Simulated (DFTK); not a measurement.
# C (Fd-3m) in DFTK: a series of runs, part 2 of 2

DFTK 0.8.2. The steps go on from the part before.

### Step 4. Band structure, r2SCAN

The input, run.jl:

```julia
using DFTK
using PseudoPotentialData
using Unitful, UnitfulAtomic
using LinearAlgebra, Printf
include("save.jl")
disable_threading()

# lattice vectors are the columns
lattice = austrip(1u"Å") * [           0.0        1.78337        1.78337;
                  1.78337            0.0        1.78337;
                  1.78337        1.78337            0.0]
symbols   = [:C, :C]
positions = [[0.75, 0.75, 0.75],
             [0.5, 0.5, 0.5]]
pseudopotentials = Dict(:C => "C.upf")
elements = Dict(s => ElementPsp(s, pseudopotentials; rcut=10.0) for s in unique(symbols))
atoms    = [elements[s] for s in symbols]

build_model(lattice, positions; symmetries=true) =
    model_DFT(lattice, atoms, positions;
              functionals=r2SCAN(),
              temperature=austrip(0.05u"eV"),
              smearing=Smearing.FermiDirac(),
              symmetries)
Ecut  = 45.0  # hartree
kgrid = [13, 13, 13]
tol   = 1e-6
to_GPa = ustrip(uconvert(u"GPa", 1u"hartree/bohr^3"))

model = build_model(lattice, positions)
basis = PlaneWaveBasis(model; Ecut, kgrid)
display(basis)
scfres = self_consistent_field(basis;
                               tol,
                               nbandsalg=AdaptiveBands(model; n_bands_converge=9))
display(scfres.energies)
@printf "Fermi level: %.6f eV\n" ustrip(auconvert(u"eV", something(scfres.εF, NaN)))
forces = compute_forces_cart(scfres)
println("Forces (eV/Å)")
for (s, f) in zip(symbols, forces)
    @printf "%-3s %12.6f %12.6f %12.6f\n" s ustrip.(auconvert.(u"eV/Å", f))...
end
stress = compute_stresses_cart(scfres)
println("Stress (GPa)")
display(round.(stress * to_GPa; digits=4))
println("Levels at the first k-point (eV): ", round.(ustrip.(auconvert.(u"eV", scfres.eigenvalues[1][1:scfres.n_bands_converge])); digits=4))
save_scf!(scfres; forces, stress)

points = Dict("G" => [0.0, 0.0, 0.0], "K" => [0.375, 0.375, 0.75], "L" => [0.5, 0.5, 0.5], "U" => [0.625, 0.25, 0.625], "W" => [0.5, 0.25, 0.75], "X" => [0.5, 0.0, 0.5])
segments = [("G", "X", 7), ("X", "W", 4), ("W", "K", 3), ("K", "G", 7), ("G", "L", 6), ("L", "U", 4), ("U", "W", 3), ("W", "L", 5), ("L", "K", 4), ("U", "X", 3)]
kcoords = vcat([[points[a] + t * (points[b] - points[a]) for t in range(0, 1, n)] for (a, b, n) in segments]...)
bands = compute_bands(scfres, ExplicitKpoints(kcoords); n_bands=11, tol=1e-5)
for (k, ε) in zip(bands.basis.kpoints, bands.eigenvalues)
    @printf "%d %8.4f %8.4f %8.4f " k.spin k.coordinate...
    println(join([@sprintf("%9.4f", e) for e in ustrip.(auconvert.(u"eV", ε .- scfres.εF))]))
end
results["band_energies"] = rows(bands.eigenvalues); results["band_kpoints"] = rows(kcoords)
```

Potentials or basis: SG15 1.2 (PBE).

Command:

```
> julia --threads=1 run.jl  # save.jl only writes the numbers to a file and isn't shown; printed stress counts tension as positive; times include loading and compiling
```

The log of the run:

```text
PlaneWaveBasis discretization:

    Ecut                 : 45.0 Ha
    fft_size             : (32, 32, 32), 32768 total points
    kgrid                : MonkhorstPack([13, 13, 13])
    num.   red. kpoints  : 2197
    num. irred. kpoints  : 84

    Discretized Model(mgga_x_r2scan+mgga_c_r2scan, 3D):
        lattice (in Bohr)    : [0         , 3.37008   , 3.37008   ]
                               [3.37008   , 0         , 3.37008   ]
                               [3.37008   , 3.37008   , 0         ]
        unit cell volume     : 76.551 Bohr³

        atoms                : C₂
        atom potentials      : ElementPsp(:C, "C.upf")
                               ElementPsp(:C, "C.upf")

        num. electrons       : 8
        spin polarization    : none
        temperature          : 0.0018375 Ha
        smearing             : DFTK.Smearing.FermiDirac()

        terms                : Kinetic()
                               AtomicLocal()
                               AtomicNonlocal()
                               Ewald(nothing)
                               PspCorrection()
                               Hartree()
                               Xc(mgga_x_r2scan, mgga_c_r2scan)
                               Entropy()
n     Energy            log10(ΔE)   log10(Δρ)   log10(Δτ)   Diag   Δtime
---   ---------------   ---------   ---------   ---------   ----   ------
  1   -11.37081790864                   -0.75        0.22    3.7    21.6s
  2   -11.37512645182       -2.37       -1.56       -1.40    1.8    14.2s
  3   -11.37534714760       -3.66       -2.31       -1.65    2.0    12.7s
  4   -11.37535443449       -5.14       -3.39       -3.34    2.0    15.1s
  5   -11.37535455502       -6.92       -4.17       -3.75    2.8    13.5s
  6   -11.37535455600       -9.01       -5.56       -4.83    2.2    13.1s
  7   -11.37535455602      -10.63       -6.18       -5.69    3.6    21.1s
Energy breakdown (in Ha):
    Kinetic             8.3197094
    AtomicLocal         -5.1215987
    AtomicNonlocal      0.3131937
    Ewald               -12.7873443
    PspCorrection       0.4749859
    Hartree             0.9677480
    Xc                  -3.5420485
    Entropy             0.0000000

    total               -11.375354556024
Fermi level: 13.872927 eV
Forces (eV/Å)
C       0.000000    -0.000000    -0.000000
C      -0.000000     0.000000     0.000000
Stress (GPa)
3×3 StaticArraysCore.SMatrix{3, 3, Float64, 9} with indices SOneTo(3)×SOneTo(3):
 2.3046  0.0     0.0
 0.0     2.3046  0.0
 0.0     0.0     2.3046
Levels at the first k-point (eV): [-11.0785, 11.7377, 11.7377, 11.7377, 17.5888, 17.5888, 17.5888, 25.1696, 31.9725]
1   0.0000   0.0000   0.0000  -24.9514  -2.1352  -2.1352  -2.1352   3.7159   3.7159   3.7159  11.2967  18.0996  25.3458  25.3458
1   0.0833   0.0000   0.0833  -24.6835  -3.1076  -3.1076  -2.8255   3.4998   4.9297   4.9297  11.4992  18.5945  21.1820  25.6867
1   0.1667   0.0000   0.1667  -23.8833  -4.8701  -4.8701  -4.6239   2.9901   7.3961   7.3961  10.9192  18.4810  19.8574  26.7091
1   0.2500   0.0000   0.2500  -22.5633  -7.0965  -6.5081  -6.5081   2.4609   8.5000  10.1414  10.1414  18.8061  21.3592  28.4127
1   0.3333   0.0000   0.3333  -20.7478  -9.9449  -7.7621  -7.7621   2.1473   5.9207  12.7802  12.7802  20.1655  22.4967  30.7969
1   0.4167   0.0000   0.4167  -18.4804 -12.9311  -8.5397  -8.5397   2.2149   3.9955  14.8946  14.8946  21.4868  22.8671  32.7485
[... 38 lines left out ...]
1   0.5625   0.1250   0.5625  -15.7762 -15.5595 -10.1073  -8.5503   3.0403   4.8117  15.0075  15.3365  20.7541  22.8777  28.8354
1   0.5000   0.0000   0.5000  -15.8350 -15.8350  -8.8026  -8.8026   2.7918   2.7918  15.7665  15.7665  22.4582  22.4582  31.7585
```

Run time: 4.9 min. Hardware: 1 thread of Intel Xeon at 2.50GHz (Skylake/Cascade Lake), shared host; peak memory 1.6 GiB.

What came out:

```
Free energy             : -309.5392 eV
Pressure                : -2.3 GPa
Band gap on the k mesh  : 4.27 eV, indirect (least direct gap 5.85 eV)
Band gap along the path : 4.28 eV, indirect (least direct gap 5.85 eV)
```

Levels at the corners of the path, in eV from the valence-band top:
```
point  band 2  band 3  band 4  band 5  band 6  band 7
    Γ    0.00    0.00    0.00    5.85    5.85    5.85
    X  -13.70   -6.67   -6.67    4.93    4.93   17.90
    W  -12.94   -8.72   -8.72   11.28   11.28   12.81
    K  -12.60   -9.75   -5.68    5.90   11.27   15.24
    Γ    0.00    0.00    0.00    5.85    5.85    5.85
    L  -14.09   -2.98   -2.98    8.89    8.90    8.90
    U  -12.60   -9.75   -5.68    5.90   11.27   15.24
    W  -12.94   -8.72   -8.72   11.28   11.28   12.81
    L  -14.09   -2.98   -2.98    8.89    8.90    8.90
    K  -12.60   -9.75   -5.68    5.90   11.27   15.24
    U  -12.60   -9.75   -5.68    5.90   11.27   15.24
    X  -13.70   -6.67   -6.67    4.93    4.93   17.90
```

Caveat: the potentials were made for another functional, which shifts forces and pressure.

### Step 5. Band structure, BJ06

Edit run.jl of step 4 so:

```diff
@@ -20,3 +20,3 @@
     model_DFT(lattice, atoms, positions;
-              functionals=r2SCAN(),
+              functionals=[:mgga_x_tb09, :lda_c_pw],
               temperature=austrip(0.05u"eV"),
@@ -37,12 +37,4 @@
 @printf "Fermi level: %.6f eV\n" ustrip(auconvert(u"eV", something(scfres.εF, NaN)))
-forces = compute_forces_cart(scfres)
-println("Forces (eV/Å)")
-for (s, f) in zip(symbols, forces)
-    @printf "%-3s %12.6f %12.6f %12.6f\n" s ustrip.(auconvert.(u"eV/Å", f))...
-end
-stress = compute_stresses_cart(scfres)
-println("Stress (GPa)")
-display(round.(stress * to_GPa; digits=4))
 println("Levels at the first k-point (eV): ", round.(ustrip.(auconvert.(u"eV", scfres.eigenvalues[1][1:scfres.n_bands_converge])); digits=4))
-save_scf!(scfres; forces, stress)
+save_scf!(scfres)
```

Potentials or basis: SG15 1.2 (PBE).

Command:

```
> julia --threads=1 run.jl  # save.jl only writes the numbers to a file and isn't shown; printed stress counts tension as positive; times include loading and compiling
```

The log of the run:

```text
PlaneWaveBasis discretization:

    Ecut                 : 45.0 Ha
    fft_size             : (32, 32, 32), 32768 total points
    kgrid                : MonkhorstPack([13, 13, 13])
    num.   red. kpoints  : 2197
    num. irred. kpoints  : 84

    Discretized Model(mgga_x_tb09+lda_c_pw, 3D):
        lattice (in Bohr)    : [0         , 3.37008   , 3.37008   ]
                               [3.37008   , 0         , 3.37008   ]
                               [3.37008   , 3.37008   , 0         ]
        unit cell volume     : 76.551 Bohr³

[... 21 lines left out ...]
  3   -8.276931010336   +   -2.10       -1.63       -1.22    3.0    6.29s
  4   -8.280208975040       -2.48       -2.12       -1.63    2.1    5.45s
  5   -8.278972304004   +   -2.91       -2.57       -2.45    2.0    3.68s
  6   -8.279116578271       -3.84       -2.82       -3.44    1.2    6.22s
  7   -8.279113429279   +   -5.50       -2.99       -3.99    1.1    5.45s
  8   -8.279047033544   +   -4.18       -3.71       -3.79    1.1    2.99s
  9   -8.279050739644       -5.43       -4.31       -4.72    2.2    5.75s
 10   -8.279043387863   +   -5.13       -4.66       -4.83    2.0    5.34s
 11   -8.279043431127       -7.36       -4.83       -5.77    1.3    4.98s
 12   -8.279043852989       -6.37       -5.68       -5.83    1.0    4.41s
 13   -8.279043558806   +   -6.53       -6.41       -6.60    2.1    4.68s
Energy breakdown (in Ha):
    Kinetic             7.9945152
    AtomicLocal         -4.6748913
    AtomicNonlocal      0.2667876
    Ewald               -12.7873443
    PspCorrection       0.4749859
    Hartree             0.8901421
    Xc                  -0.4432388
    Entropy             0.0000000

    total               -8.279043558806
Fermi level: 13.767016 eV
Levels at the first k-point (eV): [-10.3038, 11.7189, 11.7189, 11.7189, 17.6945, 17.6945, 17.6945, 25.999, 31.0265]
1   0.0000   0.0000   0.0000  -24.0708  -2.0481  -2.0481  -2.0481   3.9274   3.9274   3.9274  12.2319  17.2595  23.5217  23.5217
1   0.0833   0.0000   0.0833  -23.8109  -2.9813  -2.9813  -2.6834   3.6827   5.1143   5.1143  12.3373  17.7955  19.6852  23.8468
1   0.1667   0.0000   0.1667  -23.0344  -4.6901  -4.6901  -4.3635   3.1075   7.5651   7.5651  11.1212  17.7657  19.1672  24.8220
1   0.2500   0.0000   0.2500  -21.7526  -6.7161  -6.2843  -6.2843   2.5030   8.1916  10.3365  10.3365  18.7383  20.8296  26.4469
1   0.3333   0.0000   0.3333  -19.9878  -9.4655  -7.5054  -7.5054   2.1111   5.5478  13.0623  13.0623  20.2713  22.1647  28.7211
1   0.4167   0.0000   0.4167  -17.7807 -12.3705  -8.2625  -8.2625   2.0946   3.6888  15.3352  15.3352  21.5844  22.7259  30.9577
[... 38 lines left out ...]
1   0.5625   0.1250   0.5625  -15.1198 -14.9371  -9.8393  -8.2716   2.8265   4.6033  15.4795  15.8728  20.5097  22.8982  26.9439
1   0.5000   0.0000   0.5000  -15.2022 -15.2022  -8.5183  -8.5183   2.5793   2.5793  16.3179  16.3179  22.4647  22.4647  29.8051
```

It took 1.8 min on 1 thread of Intel Xeon at 2.50GHz (Skylake/Cascade Lake), shared host; peak memory 1.6 GiB.

Results:

| Quantity | Value |
| --- | --- |
| Band gap on the k mesh | 4.10 eV, indirect (least direct gap 5.98 eV) |
| Band gap along the path | 4.14 eV, indirect (least direct gap 5.98 eV) |

Levels at the corners of the path, in eV from the valence-band top:
| point | band 1 | band 2 | band 3 | band 4 | band 5 | band 6 | band 7 | band 8 |
| --- | --- | --- | --- | --- | --- | --- | --- | --- |
| Γ | -22.02 | 0.00 | 0.00 | 0.00 | 5.98 | 5.98 | 5.98 | 14.28 |
| X | -13.15 | -13.15 | -6.47 | -6.47 | 4.63 | 4.63 | 18.37 | 18.37 |
| W | -12.35 | -12.35 | -8.58 | -8.58 | 10.77 | 10.77 | 13.08 | 13.08 |
| K | -13.38 | -12.10 | -9.60 | -5.51 | 5.60 | 11.02 | 15.48 | 16.90 |
| Γ | -22.02 | 0.00 | 0.00 | 0.00 | 5.98 | 5.98 | 5.98 | 14.28 |
| L | -16.17 | -13.75 | -2.85 | -2.85 | 8.77 | 8.77 | 9.15 | 16.34 |
| U | -13.38 | -12.10 | -9.60 | -5.51 | 5.60 | 11.02 | 15.48 | 16.90 |
| W | -12.35 | -12.35 | -8.58 | -8.58 | 10.77 | 10.77 | 13.08 | 13.08 |
| L | -16.17 | -13.75 | -2.85 | -2.85 | 8.77 | 8.77 | 9.15 | 16.34 |
| K | -13.38 | -12.10 | -9.60 | -5.51 | 5.60 | 11.02 | 15.48 | 16.90 |
| U | -13.38 | -12.10 | -9.60 | -5.51 | 5.60 | 11.02 | 15.48 | 16.90 |
| X | -13.15 | -13.15 | -6.47 | -6.47 | 4.63 | 4.63 | 18.37 | 18.37 |

Caveat: the program leaves the constant c of mgga_x_tb09 at 1, so the potential is Becke-Johnson's (BJ06) and not Tran and Blaha's, with levels but no total energy; the potentials were made for another functional, which shifts forces and pressure.

### Step 6. The reference run

An earlier run on the cell as given: functional PBEsol; potentials or basis dojo.nc.sr.pbesol.v0_4_1.standard.upf (PBEsol); cutoff 1116 eV; k mesh 13 × 13 × 13; occupations fermi-dirac, width 0.05 eV; no spin polarisation.

* Pressure: -3.2 GPa
* Band gap on the k mesh: 4.05 eV, indirect (least direct gap 5.56 eV)

### Step 7. Summary

| task | level | potentials or basis | cutoff (eV) | gap on the mesh (eV) | pressure (GPa) |
| --- | --- | --- | --- | --- | --- |
| band structure | LDA | SG15 1.2 (PBE) | 1225 | 3.95 | -2.9 |
| band structure | PBEsol | SG15 1.2 (PBE) | 1225 | 4.00 | -2.7 |
| band structure | r2SCAN | SG15 1.2 (PBE) | 1225 | 4.27 | -2.3 |
| band structure | BJ06 | SG15 1.2 (PBE) | 1225 | 4.10 | - |
| single point | PBEsol | dojo.nc.sr.pbesol.v0_4_1.standard.upf (PBEsol) | 1116 | 4.05 | -3.2 |

Alike in all rows: no spin polarisation; cell as given; k mesh 13 × 13 × 13; smearing fermi-dirac 0.05 eV.

Caveats: the potentials were made for another functional, which shifts forces and pressure (some runs); the program leaves the constant c of mgga_x_tb09 at 1, so the potential is Becke-Johnson's (BJ06) and not Tran and Blaha's, with levels but no total energy (some runs); an odd mesh through Γ misses points on the zone boundary, where band edges often lie (some runs).

Absolute energies hang on the potentials; compare differences alone.
